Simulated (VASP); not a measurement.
# PtSe2 (Sudovikovite) (P-3m1) in VASP: settings compared, part 2 of 2

VASP 6.6.1. Earlier steps stand in the parts before.

## (3) Relaxation of cell and atoms, TPSS

INCAR

```
SYSTEM = PtSe2
ALGO = Normal
EDIFF = 1E-6
EDIFFG = -0.02
ENCUT = 600
IBRION = 2
ISIF = 3
ISMEAR = 0
LASPH = .True.
LCHARG = .False.
LMIXTAU = .True.
LREAL = .False.
LWAVE = .False.
METAGGA = TPSS
NELM = 100
NSW = 60
PREC = Accurate
SIGMA = 0.05
```

KPOINTS

```
k-points
0
Gamma
  8 8 5
  0 0 0
```

POSCAR

```
PtSe2
1.0
    3.7240000000      0.0000000000      0.0000000000
   -1.8620000000      3.2250786037      0.0000000000
    0.0000000000      0.0000000000      5.0620000000
Pt Se
1 2
Direct
    0.0000000000      0.0000000000      0.0000000000
    0.6666666667      0.3333333333      0.7500000000
    0.3333333333      0.6666666667      0.2500000000
```

Potentials or basis: VASP PAW PBE potentials, release 64 (Pt, Se).

Started as:

```
> cat potpaw_PBE.64/Pt/POTCAR potpaw_PBE.64/Se/POTCAR > POTCAR
> mpirun -np 1 vasp_std > vasp.out
```

OUTCAR:

```text
SYSTEM = PtSe2
   EDIFF = 1E-6
   EDIFFG = -0.02
   ENCUT = 600
   IBRION = 2
   ISIF = 3
   ISMEAR = 0
   LASPH = .True.
   LREAL = .False.
   METAGGA = TPSS
   NELM = 100
   NSW = 60
   PREC = Accurate

 ion  position               nearest neighbor table
   1  0.000  0.000  0.000-   2 2.49   3 2.49   2 2.49   3 2.49   2 2.49   3 2.49
   2  0.667  0.333  0.750-   1 2.49   1 2.49   1 2.49
   3  0.333  0.667  0.250-   1 2.49   1 2.49   1 2.49

  LATTYP: Found a hexagonal cell.
 ALAT       =     3.7240000000
 C/A-ratio  =     1.3592910849

  Lattice vectors:

 A1 = (   3.7240000000,   0.0000000000,   0.0000000000)
 A2 = (  -1.8620000000,   3.2250786037,   0.0000000000)
 A3 = (   0.0000000000,   0.0000000000,   5.0620000000)

Analysis of symmetry for initial positions (statically):
=====================================================================
 Subroutine PRICEL returns:
 Original cell was already a primitive cell.

 Routine SETGRP: Setting up the symmetry group for a
 hexagonal supercell.

 Subroutine GETGRP returns: Found 12 space group operations
 (whereof 12 operations were pure point group operations)
 out of a pool of 24 trial point group operations.

The static configuration has the point symmetry D_3d.

Analysis of symmetry for dynamics (positions and initial velocities):
=====================================================================
 Subroutine PRICEL returns:
 Original cell was already a primitive cell.

 Routine SETGRP: Setting up the symmetry group for a
 hexagonal supercell.

 Subroutine GETGRP returns: Found 12 space group operations
 (whereof 12 operations were pure point group operations)
 out of a pool of 24 trial point group operations.

The dynamic configuration has the point symmetry D_3d.

 Subroutine INISYM returns: Found 12 space group operations
 (whereof 12 operations are pure point group operations),
 and found     1 'primitive' translations

----------------------------------------------------------------------------------------

                                     Primitive cell
[... 151 lines left out ...]
  -------------------------------------------------------------------------------------
  Total        2.5006216      2.5006216      2.0239504      0.0000000      0.0000000      0.0000000
  in kB       65.9001552     65.9001552     53.3381962      0.0000000      0.0000000      0.0000000
  external PRESSURE =      61.7128355 kB  Pullay stress =       0.0000000 kB
[... 92 lines left out ...]
  FREE ENERGIE OF THE ION-ELECTRON SYSTEM (eV)
  ---------------------------------------------------
  free  energy   TOTEN  =       -31.0105587498 eV

  energy  without entropy=      -31.0093803798  energy(sigma->0) =      -31.00996956

[... ionic steps 4 to 8 ...]

--------------------------------------- Ionic step        9  -------------------------------------------

 number of electron      22.0000004 magnetization

------------------------ aborting loop because EDIFF is reached ----------------------------------------
[... 69 lines left out ...]
--------------------------------------- Ionic step       11  -------------------------------------------

 number of electron      22.0000004 magnetization

 Free energy of the ion-electron system (eV)
  ---------------------------------------------------
  ext. energy  EPLUGINS =         0.00000000
  ---------------------------------------------------
  free energy    TOTEN  =       -31.01491236 eV

  energy without entropy =      -31.01447084  energy(sigma->0) =      -31.01469160

 E-fermi :   5.6523     XC(G=0): -10.4707

 val. band max:        5.4389545461   @ k =   0.0000   0.1250   0.2000
 cond. band min:       5.7040870589   @ k =  -0.1250   0.3750   0.2000
 fundamental gap:      0.2651325128
 Fermi energy:         5.6523448157

 k-point     1 :       0.0000    0.0000    0.0000
  band No.  band energies     occupation
      1      -9.8102      2.00000
      2      -7.4401      2.00000
      3      -1.2482      2.00000
      4      -0.5220      2.00000
      5      -0.5220      2.00000
      6       1.6948      2.00000
      7       1.6948      2.00000
      8       3.0067      2.00000
      9       4.5743      2.00000
     10       4.5743      2.00000
     11       5.7259      0.03744
     12       7.1143      0.00000
     13       7.1143      0.00000
     14       9.4907      0.00000
[... 401 lines left out ...]
      2      -7.8877      2.00000
      3      -0.8450      2.00000
      4      -0.3675      2.00000
      5       0.1095      2.00000
      6       0.7966      2.00000
      7       1.0447      2.00000
      8       2.2503      2.00000
      9       2.5217      2.00000
     10       3.1294      2.00000
     11       4.0983      2.00000
     12       5.9272      0.00000
     13       6.8403      0.00000
     14      10.5627      0.00000
     15      12.7603      0.00000

 [... further k-points ...]

------------------------ aborting loop because EDIFF is reached ----------------------------------------

  FORCE on cell =-STRESS in cart. coord.  units (eV):
  Direction    XX          YY          ZZ          XY          YZ          ZX
  --------------------------------------------------------------------------------------
  -------------------------------------------------------------------------------------
  Total       -0.0068105     -0.0068105      0.0429592     -0.0000000      0.0000000     -0.0000000
  in kB       -0.1670674     -0.1670674      1.0538193     -0.0000000      0.0000000     -0.0000000
  external PRESSURE =       0.2398949 kB  Pullay stress =       0.0000000 kB
[... 18 lines left out ...]
  FREE ENERGIE OF THE ION-ELECTRON SYSTEM (eV)
  ---------------------------------------------------
  free  energy   TOTEN  =       -31.0149123579 eV

  energy  without entropy=      -31.0144708392  energy(sigma->0) =      -31.01469160

 reached required accuracy - stopping structural energy minimisation
```

CONTCAR:

```text
PtSe2
   1.00000000000000
     3.7616485656120173    0.0000000000000000    0.0000000000000001
    -1.8808242828060087    3.2576832179362532    0.0000000000000000
     0.0000000000000001    0.0000000000000000    5.3298306313288277
  Pt              Se
     1     2
Direct
     1.0000000000000000    0.0000000000000000    0.0000000000000000
     0.6666666667000030    0.3333333332999970    0.7557479603053022
     0.3333333332999970    0.6666666667000030    0.2442520396946979

  0.00000000E+00  0.00000000E+00  0.00000000E+00
  0.00000000E+00  0.00000000E+00  0.00000000E+00
  0.00000000E+00  0.00000000E+00  0.00000000E+00
```

It took 13 min on 1 thread of Intel Xeon Platinum 8488C (Sapphire Rapids), shared host; peak memory 0.23 GiB.

What came out:

| Item | Value |
| --- | --- |
| Free energy | -31.0149 eV |
| Relaxed volume | 21.77 Å³/atom |
| Relaxed cell | a = 3.762 Å, b = 3.762 Å, c = 5.330 Å, α = 90.00°, β = 90.00°, γ = 120.00° |
| Space group after relaxing (to 0.05 Å) | P-3m1 (No. 164) |
| Energy gained by relaxing | 19.5 meV/atom |
| Ionic steps | 11 |
| Pressure after relaxing | 0.0 GPa |
| Band gap on the k mesh | none (metal or under the smearing width) |

Forces on the atoms (eV/Å):
```
Pt   0.000  0.000  0.000
Se   0.000  0.000 -0.003
Se   0.000  0.000  0.003
```

The path:
```
step  energy change (eV)  largest force (eV/Å)  pressure (GPa)  volume (Å³)
   1              0.0000                0.6066            6.17        60.80
   2              0.0800                0.8081           -7.59        67.92
   3             -0.0542                0.0141           -0.08        63.41
   4             -0.0542                0.0033            0.03        63.36
   5             -0.0546                0.0169            0.04        63.40
   6             -0.0552                0.0594            0.06        63.53
   7             -0.0557                0.0504            0.10        63.65
   8             -0.0568                0.0212            0.20        64.04
   9             -0.0579                0.0420            0.46        64.80
  10             -0.0581                0.0326            0.35        64.93
  11             -0.0585                0.0027            0.02        65.31
```

Final structure:
```
Pt Se
1.0
     3.76165    0.00000    0.00000
    -1.88082    3.25768    0.00000
     0.00000    0.00000    5.32983
Pt Se
1 2
Direct
  0.00000 0.00000 0.00000
  0.66667 0.33333 0.75575
  0.33333 0.66667 0.24425
```

Caveat: the PAW data sets were made with another functional, which shifts forces and pressure a little.
